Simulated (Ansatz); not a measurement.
The system is TiSi2.

```
CELL_PARAMETERS angstrom
-1.47287 1.71213 4.21208
1.47287 -1.71213 4.21208
1.47287 1.71213 -4.21208
ATOMIC_POSITIONS crystal
Ti 0.00000 0.00000 0.00000
Si 0.67008 0.67008 0.00000
Si 0.32992 0.32992 0.00000
```

The cell comes from a database or a generator and needn't be the stable form of this composition.

* Program: Ansatz 0.2.0
* Task: relaxation of cell and atoms
* Functional: LDA
* Potentials or basis: Ansatz PAW
* Cutoff: 420 eV (not typed: the program's choice for these potentials)
* k mesh: 12 × 12 × 12
* Occupations: fermi-dirac, width 0.05 eV
* Spin: no spin polarisation

At the start: volume 14.16 Å³/atom.

**Question.** How do energy, volume and symmetry change on relaxing?

**Answer.** It ends after 5 steps and the volume is 13.52 Å³/atom (-4.5 %); space group Immm (No. 71, to 0.05 Å).

Step by step:
| step | energy change (eV) | largest force (eV/Å) | volume (Å³) |
| --- | --- | --- | --- |
| 1 | 0.0000 | 0.1151 | 42.49 |
| 2 | -0.0426 | 0.0404 | 40.34 |
| 3 | -0.0434 | 0.0071 | 40.59 |
| 4 | -0.0434 | 0.0044 | 40.57 |
| 5 | -0.0428 | 0.0044 | 40.57 |

Final structure:
```
CELL_PARAMETERS angstrom
-1.45327 1.68791 4.13489
1.45327 -1.68791 4.13489
1.45327 1.68791 -4.13489
ATOMIC_POSITIONS crystal
Ti 0.00000 0.00000 0.00000
Si 0.66897 0.66897 0.00000
Si 0.33103 0.33103 0.00000
```

Caveat: the plane-wave basis is chosen anew once the cell has moved, so the energies of steps on either side of that aren't comparable; the PAW data sets come from PBE, with cores solved anew for the run's functional, which leaves a small shift of forces and pressure.
